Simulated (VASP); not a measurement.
# KCl (Fm-3m) in VASP: further runs, part 2 of 3

VASP 6.6.1. The steps go on from the part before.

**3. Density of states, PBE**

File POSCAR:

```
KCl
1.0
    0.0000000000      3.1561000000      3.1561000000
    3.1561000000      0.0000000000      3.1561000000
    3.1561000000      3.1561000000      0.0000000000
K Cl
1 1
Direct
    0.0000000000      0.0000000000      0.0000000000
    0.5000000000      0.5000000000      0.5000000000
```

File INCAR.step1:

```
SYSTEM = KCl
PREC     = Accurate       ! precision mode
ENCUT    = 520            ! plane-wave cutoff, eV
EDIFF    = 1E-6           ! SCF threshold, eV
ISMEAR   = -1             ! smearing method
SIGMA    = 0.03           ! smearing width, eV
LREAL    = .False.        ! projectors in reciprocal space
LASPH    = .True.         ! aspherical terms in the spheres
NELM     = 60             ! most SCF steps
ALGO     = Normal         ! electronic algorithm
ISIF     = 2              ! what is computed and relaxed
LWAVE    = .False.        ! write WAVECAR
LCHARG   = .True.         ! write CHGCAR
GGA      = PE             ! functional
NBANDS   = 15             ! bands
```

File KPOINTS.step1:

```
Automatic mesh
0
Gamma
  7 7 7
  0 0 0
```

File INCAR.step2:

```
SYSTEM = KCl
PREC     = Accurate       ! precision mode
ENCUT    = 520            ! plane-wave cutoff, eV
EDIFF    = 1E-6           ! SCF threshold, eV
ISMEAR   = -5             ! smearing method
SIGMA    = 0.03           ! smearing width, eV
LREAL    = .False.        ! projectors in reciprocal space
LASPH    = .True.         ! aspherical terms in the spheres
NELM     = 60             ! most SCF steps
ALGO     = Normal         ! electronic algorithm
ISIF     = 2              ! what is computed and relaxed
LWAVE    = .False.        ! write WAVECAR
LCHARG   = .False.        ! write CHGCAR
GGA      = PE             ! functional
LORBIT   = 11             ! projections on sites
NEDOS    = 2001           ! points of the DOS
ICHARG   = 11             ! starting density
```

File KPOINTS.step2:

```
Automatic mesh
0
Gamma
  11 11 11
  0 0 0
```

Potentials or basis: VASP PAW PBE potentials, release 64 (K_sv, Cl).

Command:

```sh
> cat potpaw_PBE.64/K_sv/POTCAR potpaw_PBE.64/Cl/POTCAR > POTCAR
> cp INCAR.step1 INCAR
> cp KPOINTS.step1 KPOINTS
> mpirun -np 1 vasp_std > vasp.out
> cp INCAR.step2 INCAR
> cp KPOINTS.step2 KPOINTS
> mpirun -np 1 vasp_std > vasp.out
```

OUTCAR:

```text
SYSTEM = KCl
   PREC = Accurate
   ENCUT = 520
   EDIFF = 1E-6
   ISMEAR = -5
   LREAL = .False.
   LASPH = .True.
   NELM = 60
   ISIF = 2
   GGA = PE
   LORBIT = 11
   ICHARG = 11

 ion  position               nearest neighbor table
   1  0.000  0.000  0.000-   2 3.16   2 3.16   2 3.16   2 3.16   2 3.16   2 3.16
   2  0.500  0.500  0.500-   1 3.16   1 3.16   1 3.16   1 3.16   1 3.16   1 3.16

  LATTYP: Found a face centered cubic cell.
 ALAT       =     6.3122000000

  Lattice vectors:

 A1 = (   0.0000000000,   3.1561000000,   3.1561000000)
 A2 = (   3.1561000000,   0.0000000000,   3.1561000000)
 A3 = (   3.1561000000,   3.1561000000,   0.0000000000)

Analysis of symmetry for initial positions (statically):
=====================================================================
 Subroutine PRICEL returns:
 Original cell was already a primitive cell.

 Routine SETGRP: Setting up the symmetry group for a
 face centered cubic supercell.

 Subroutine GETGRP returns: Found 48 space group operations
 (whereof 48 operations were pure point group operations)
 out of a pool of 48 trial point group operations.

The static configuration has the point symmetry O_h .

Analysis of symmetry for dynamics (positions and initial velocities):
=====================================================================
 Subroutine PRICEL returns:
 Original cell was already a primitive cell.

 Routine SETGRP: Setting up the symmetry group for a
 face centered cubic supercell.

 Subroutine GETGRP returns: Found 48 space group operations
 (whereof 48 operations were pure point group operations)
 out of a pool of 48 trial point group operations.

The dynamic configuration has the point symmetry O_h .

 Subroutine INISYM returns: Found 48 space group operations
 (whereof 48 operations are pure point group operations),
 and found     1 'primitive' translations

----------------------------------------------------------------------------------------

                                     Primitive cell

[... 133 lines left out ...]
  ---------------------------------------------------
  ext. energy  EPLUGINS =         0.00000000
  ---------------------------------------------------
  free energy    TOTEN  =        -6.80651702 eV

  energy without entropy =       -6.80651702  energy(sigma->0) =       -6.80651702

 E-fermi :  -1.8736     XC(G=0):  -7.5016

 val. band max:       -1.8782357849   @ k =   0.0000   0.0000   0.0000
 cond. band min:       3.2771925178   @ k =   0.0000   0.0000   0.0000
 fundamental gap:      5.1554283028
 Fermi energy:        -1.8735608792

 k-point     1 :       0.0000    0.0000    0.0000
  band No.  band energies     occupation
      1     -29.0987      2.00000
      2     -13.9857      2.00000
      3     -12.5593      2.00000
      4     -12.5593      2.00000
      5     -12.5593      2.00000
      6      -1.8782      2.00000
      7      -1.8782      2.00000
      8      -1.8782      2.00000
      9       3.2772      0.00000
     10       6.4971      0.00000
     11       6.4971      0.00000
     12       6.4972      0.00000
[... 331 lines left out ...]
 k-point    24 :      -0.1818    0.1818    0.0000
  band No.  band energies     occupation
      1     -29.0920      2.00000
      2     -14.0850      2.00000
      3     -12.5929      2.00000
      4     -12.5606      2.00000
      5     -12.4185      2.00000
      6      -2.5442      2.00000
      7      -2.1073      2.00000
      8      -2.0624      2.00000
      9       4.8973      0.00000
     10       6.0935      0.00000
     11       7.2747      0.00000
     12       7.9340      0.00000

 [... further k-points ...]

------------------------ aborting loop because EDIFF is reached ----------------------------------------

  FORCE on cell =-STRESS in cart. coord.  units (eV):
  Direction    XX          YY          ZZ          XY          YZ          ZX
  --------------------------------------------------------------------------------------
  -------------------------------------------------------------------------------------
  Total        0.2341413      0.2341413      0.2341413     -0.0000000      0.0000000     -0.0000000
  in kB        5.9663161      5.9663161      5.9663161     -0.0000000      0.0000000     -0.0000000
  external PRESSURE =       5.9663161 kB  Pullay stress =       0.0000000 kB

 VOLUME and BASIS-vectors are now :
 -----------------------------------------------------------------------------
  energy-cutoff  :      520.00
  volume of cell :       62.88
      direct lattice vectors                 reciprocal lattice vectors
     0.000000000  3.156100000  3.156100000    -0.158423371  0.158423371  0.158423371
     3.156100000  0.000000000  3.156100000     0.158423371 -0.158423371  0.158423371
     3.156100000  3.156100000  0.000000000     0.158423371  0.158423371 -0.158423371

 POSITION                                       TOTAL-FORCE (eV/Angst)
 -----------------------------------------------------------------------------------
      0.00000      0.00000      0.00000         0.000000     -0.000000      0.000000
      3.15610      3.15610      3.15610        -0.000000      0.000000      0.000000
 -----------------------------------------------------------------------------------
    total drift:                                0.000000      0.000000      0.000000

  FREE ENERGIE OF THE ION-ELECTRON SYSTEM (eV)
  ---------------------------------------------------
  free  energy   TOTEN  =        -6.8065170165 eV

  energy  without entropy=       -6.8065170165  energy(sigma->0) =       -6.80651702

 total charge

# of ion       s       p       d       tot
------------------------------------------
    1        1.957   5.583   0.024   7.564
    2        1.588   3.571   0.000   5.159
--------------------------------------------------
tot          3.545   9.154   0.024  12.723
```

OUTCAR.step1:

```text
SYSTEM = KCl
   PREC = Accurate
   ENCUT = 520
   EDIFF = 1E-6
   ISMEAR = -1
   LREAL = .False.
[... 575 lines left out ...]
      0.00000      0.00000      0.00000         0.000000      0.000000     -0.000000
      3.15610      3.15610      3.15610        -0.000000     -0.000000      0.000000
 -----------------------------------------------------------------------------------
    total drift:                                0.000000      0.000000      0.000000

  FREE ENERGIE OF THE ION-ELECTRON SYSTEM (eV)
  ---------------------------------------------------
  free  energy   TOTEN  =        -6.8065184172 eV

  energy  without entropy=       -6.8065184172  energy(sigma->0) =       -6.80651842
```

Run time: 46 s. Hardware: 1 thread of Intel Xeon Platinum 8259CL at 2.50GHz (Skylake/Cascade Lake), shared host; peak memory 0.21 GiB.

Results:

* Valence electrons inside the program's atomic spheres: K 7.56; Cl 5.16

**4. Electric field gradients, LDA**

File INCAR:

```
  PREC = Accurate
  ENCUT = 520
  EDIFF = 1E-8
  ISMEAR = -1
  SIGMA = 0.03
  LREAL = False
  LASPH = True
  NELM = 60
  ALGO = Normal
  ISIF = 2
  LWAVE = False
  LCHARG = False
  LEFG = True
  NBANDS = 15
```

File KPOINTS:

```
regular mesh
0
Gamma
  7 7 7
```

POSCAR is that of step 3.

Potentials or basis: VASP PAW LDA potentials, release 64 (K_sv, Cl).

Command:

```sh
> cat potpaw_LDA.64/K_sv/POTCAR potpaw_LDA.64/Cl/POTCAR > POTCAR
> mpirun -np 1 vasp_std > vasp.out
```

OUTCAR:

```text
PREC = Accurate
   ENCUT = 520
   EDIFF = 1E-8
   ISMEAR = -1
   LREAL = False
   LASPH = True
   NELM = 60
   ISIF = 2

 ion  position               nearest neighbor table
   1  0.000  0.000  0.000-   2 3.16   2 3.16   2 3.16   2 3.16   2 3.16   2 3.16
   2  0.500  0.500  0.500-   1 3.16   1 3.16   1 3.16   1 3.16   1 3.16   1 3.16

  LATTYP: Found a face centered cubic cell.
 ALAT       =     6.3122000000

  Lattice vectors:

 A1 = (   0.0000000000,   3.1561000000,   3.1561000000)
 A2 = (   3.1561000000,   0.0000000000,   3.1561000000)
 A3 = (   3.1561000000,   3.1561000000,   0.0000000000)

Analysis of symmetry for initial positions (statically):
[... 564 lines left out ...]

  energy  without entropy=       -7.3628559291  energy(sigma->0) =       -7.36285593

 Electric field gradients (V/A^2)
---------------------------------------------------------------------
 ion       V_xx      V_yy      V_zz      V_xy      V_xz      V_yz
---------------------------------------------------------------------
   1      -0.000     0.000     0.000    -0.000    -0.000    -0.000
   2       0.000     0.000     0.000    -0.000    -0.000    -0.000
---------------------------------------------------------------------

 Electric field gradients after diagonalization (V/A^2)
 (convention: |V_zz| > |V_xx| > |V_yy|)
----------------------------------------------------------------------
 ion       V_xx      V_yy      V_zz     asymmetry (V_yy - V_xx)/ V_zz
----------------------------------------------------------------------
   1       0.000     0.000    -0.001       0.000
   2       0.000     0.000    -0.000       0.000
----------------------------------------------------------------------

           NMR quadrupolar parameters

 Cq : quadrupolar parameter    Cq=e*Q*V_zz/h
 eta: asymmetry parameters     (V_yy - V_xx)/ V_zz
 Q  : nuclear electric quadrupole moment in mb (millibarn)
----------------------------------------------------------------------
 ion       Cq(MHz)       eta       Q (mb)
----------------------------------------------------------------------
   1      -0.000       0.000       1.000
   2      -0.000       0.000       1.000
----------------------------------------------------------------------
```

OSZICAR:

```text
N       E                     dE             d eps       ncg     rms          rms(c)
DAV:   1     0.107086782951E+03    0.10709E+03   -0.70428E+03   600   0.960E+02
DAV:   2    -0.781990753210E+00   -0.10787E+03   -0.97559E+02   748   0.248E+02
DAV:   3    -0.743159442257E+01   -0.66496E+01   -0.66110E+01   832   0.537E+01
DAV:   4    -0.766036444086E+01   -0.22877E+00   -0.22869E+00   916   0.970E+00
DAV:   5    -0.766243418566E+01   -0.20697E-02   -0.20697E-02   839   0.935E-01    0.338E+00
DAV:   6    -0.739132392560E+01    0.27111E+00   -0.37077E-01   733   0.320E+00    0.271E+00
DAV:   7    -0.736342374445E+01    0.27900E-01   -0.59406E-02   817   0.153E+00    0.158E+00
DAV:   8    -0.736273722588E+01    0.68652E-03   -0.10626E-02   883   0.774E-01    0.227E-01
DAV:   9    -0.736273311043E+01    0.41154E-05   -0.54677E-04   755   0.138E-01    0.799E-02
DAV:  10    -0.736285429514E+01   -0.12118E-03   -0.81978E-05   693   0.667E-02    0.137E-02
DAV:  11    -0.736285545483E+01   -0.11597E-05   -0.35731E-06   899   0.137E-02    0.616E-03
DAV:  12    -0.736285594393E+01   -0.48910E-06   -0.14777E-06   698   0.837E-03    0.297E-03
DAV:  13    -0.736285592653E+01    0.17397E-07   -0.22427E-07   803   0.340E-03    0.760E-04
DAV:  14    -0.736285592913E+01   -0.25937E-08   -0.15663E-08   711   0.779E-04
   1 F= -.73628559E+01 E0= -.73628559E+01  d E =-.381268E-11
```

stdout:

```text
POSCAR found type information on POSCAR K Cl
 POSCAR found :  2 types and       2 ions
 scaLAPACK will be used
 LDA part: xc-table for (Slater(with rela. corr.)+CA(PZ))
 , standard interpolation
 POSCAR, INCAR and KPOINTS ok, starting setup
 FFT: planning ... GRIDC
 FFT: planning ... GRID_SOFT
 FFT: planning ... GRID
 WAVECAR not read
 entering main loop
ion   1

ion   2
```

Run time: 11 s. Hardware: 1 thread of Intel Xeon 6975P-C, shared host; peak memory 0.18 GiB.

Results:

- Free energy: -7.3629 eV
- Pressure: -2.0 GPa
- Band gap on the k mesh: 4.72 eV, direct

Levels at points of the mesh, in eV from the valence-band top:
| k point | band 5 | band 6 | band 7 | band 8 | band 9 | band 10 | band 11 | band 12 |
| --- | --- | --- | --- | --- | --- | --- | --- | --- |
| (0.00, 0.00, 0.00) | -10.55 | 0.00 | 0.00 | 0.00 | 4.72 | 8.08 | 8.08 | 8.08 |

Caveat: without QUAD_EFG the Cq values of the log hold for a quadrupole moment of 1 mb, not for the nuclei.

(Part 2 of 3 ends here.)
